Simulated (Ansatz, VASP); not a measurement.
Al: VASP beside Ansatz

```xyz
2
Lattice="0.0000 3.0890 3.0890 3.0890 0.0000 3.0890 3.0890 3.0890 0.0000" Properties=species:S:1:pos:R:3 pbc="T T T"
Al    0.7722    0.7722    0.7722
Al    5.4057    5.4057    5.4057
```

Alike in both runs: task single point; functional LDA; k mesh 10 × 10 × 10; occupations fermi-dirac, width 0.1 eV; no spin polarisation.

|  | VASP | Ansatz |
| --- | --- | --- |
| version | VASP 6.6.1 | Ansatz 0.2.0 |
| potentials or method | VASP PAW LDA potentials, release 64 (Al) | plane waves (420 eV) with PAW, scalar-relativistic |
| plane-wave cutoff (eV) | 520 | 420 |
| valence electrons in the cell | 6 | 6 |

```tsv
	VASP	Ansatz	Ansatz less VASP
pressure (GPa)	-3.7	-3.7	-0.01
```

Ansatz warned: «pseudo_functional_mismatch».
